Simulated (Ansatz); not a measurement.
NaI built on the rocksalt prototype (r2SCAN geometry), in Ansatz:

```cif
data_structure
_symmetry_space_group_name_H-M 'Fm-3m'
_symmetry_Int_Tables_number 225
_cell_length_a 6.4594
_cell_length_b 6.4594
_cell_length_c 6.4594
_cell_angle_alpha 90.000
_cell_angle_beta 90.000
_cell_angle_gamma 90.000
_cell_volume 269.52
loop_
_atom_site_label
_atom_site_type_symbol
_atom_site_symmetry_multiplicity
_atom_site_Wyckoff_symbol
_atom_site_fract_x
_atom_site_fract_y
_atom_site_fract_z
_atom_site_occupancy
Na1 Na 4 a 0.00000 0.00000 0.00000 1
I1 I 4 b 0.50000 0.00000 0.00000 1
```

G0W0@PBE with 369 empty bands, a screening cutoff of 180 eV and a 4×4×4 mesh (PAW, contour deformation) gives 5.664 eV over the mesh points, from a PBE gap of 3.659 eV; it sums over 382 bands with 339 plane waves in the screening and a wave cutoff of 420 eV. No extrapolation in bands, cutoff or mesh was made for G0W0. Calculated for a static, non-magnetic cell.

(1) Estimate the gap with starting point HSE06.

(2) Estimate the gap with starting point PBE0.

(3) Estimate the gap with empty bands 716, screening cutoff 260 eV.

(4) Another run gave a Kohn-Sham gap of 3.655 eV and a G0W0 gap of 5.570 eV, summing over 377 bands with 339 plane waves in the screening and a wave cutoff of 1197 eV. What was changed?

Answers

(1) 6.182 eV (+0.518 eV), from a Kohn-Sham gap of 4.694 eV.

(2) 6.398 eV (+0.734 eV), from a Kohn-Sham gap of 5.371 eV.

(3) 5.690 eV (+0.026 eV), from a Kohn-Sham gap of 3.659 eV.

(4) Potentials of the kind norm-conserving. The wave cutoff gives it away.

No spin-orbit coupling is included; it can move band edges with weight on the heavy atoms by tenths of an eV.
